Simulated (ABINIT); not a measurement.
Al2Au: equation of state with PBEsol

The system is Al2Au.

```xyz
3
Lattice="0.0000 3.0000 3.0000 3.0000 0.0000 3.0000 3.0000 3.0000 0.0000" Properties=species:S:1:pos:R:3 pbc="T T T"
Au    0.0000    0.0000    0.0000
Al    4.5000    4.5000    4.5000
Al    1.5000    1.5000    1.5000
```

```yaml
Program: ABINIT 10.8.3 (patched build)
Task: equation of state
Functional: PBEsol
Potentials_or_basis: PseudoDojo NC SR PBEsol v0.4.1 standard
Cutoff: 1034 eV
k_mesh: 8 × 8 × 8
Occupations: fermi-dirac, width 0.05 eV
Spin: no spin polarisation
```

The equilibrium volume is 17.99 Å³/atom, the bulk modulus is 115 GPa and the pressure derivative of the bulk modulus is 4.9.

Energy against volume, from the lowest point:
```
volume (Å³/atom)  energy (meV/atom)
          16.920              25.77
          17.280              10.90
          17.640               2.55
          18.000               0.00
          18.360               2.60
          18.720               9.78
          19.080              21.02
```

It took 6.8 min on 1 thread of Arm Neoverse V2, with other jobs on the host, peak memory 0.15 GiB.

Caveat: pressures at fixed basis lie under the slope of the energies. Spin-orbit coupling is left out, which matters for the levels of Au.
